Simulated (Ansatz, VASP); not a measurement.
Two plane-wave programs on BP

File INCAR:

```
SYSTEM = BP
PREC = Accurate ; ENCUT = 520
EDIFF = 1E-6 ; ISMEAR = 0
SIGMA = 0.05 ; LREAL = .FALSE.
LASPH = .TRUE. ; NELM = 60
ALGO = Normal ; ISIF = 2
LWAVE = .FALSE. ; LCHARG = .TRUE.
LELF = .TRUE. ; LVHAR = .TRUE.
NBANDS = 11
```

The input KPOINTS:

```
regular mesh
0
G
  10 10 10
  0 0 0
```

Contents of POSCAR:

```
BP
1.0
    0.0000000000      2.4505200000      2.0874800000
    2.4505200000      0.0000000000      2.0874800000
    2.4505200000      2.4505200000      0.0000000000
B P
1 1
Direct
    0.0000000000      0.0000000000      0.0000000000
    0.7500000000      0.7500000000      0.7500000000
```

Input for Ansatz:

```yaml
crystal:
  lattice:
    - [0.0, 2.45052, 2.08748]
    - [2.45052, 0.0, 2.08748]
    - [2.45052, 2.45052, 0.0]
  atoms:
    - { symbol: B, position: [0.0, 0.0, 0.0] }
    - { symbol: P, position: [0.75, 0.75, 0.75] }
basis:
  ecutwfc: 420
kpoints:
  mp_grid: { grid: [10, 10, 10] }
hamiltonian:
  xc: lda
scf:
  occupations: { method: gaussian, width: 0.05 }
output:
  forces: true
  stress: true
  eigenvalues: true
  write_density: true
  write_potential: true
  elf: true
  volumetric_format: npy
```

Change from the starting cell: strain +0.080 along x and y, -0.080 along z, atoms carried along.

Alike in both runs: task single point; functional LDA; k mesh 10 × 10 × 10; occupations gaussian, width 0.05 eV; no spin polarisation.

|  | VASP | Ansatz |
| --- | --- | --- |
| version | VASP 6.6.1 | Ansatz 0.2.0 |
| potentials or method | VASP PAW LDA potentials, release 64 (B, P) | scalar-relativistic, plane waves, PAW |
| plane-wave cutoff (eV) | 520 | 420 |
| valence electrons in the cell | 8 | 8 |

|  | VASP | Ansatz | Ansatz less VASP |
| --- | --- | --- | --- |
| gap on the k mesh at the Fermi level (eV) | none | none | - |
| pressure (GPa) | -15.2 | -15.2 | +0.07 |
| largest component of the traceless stress (GPa) | 20.38 | 20.38 | -0.004 |

A gap of «none» marks a metal or a gap that the smearing closes.

Caveats: so large a pressure means that the cell lies far from this level's equilibrium, or that cutoff or potentials fall short (VASP).
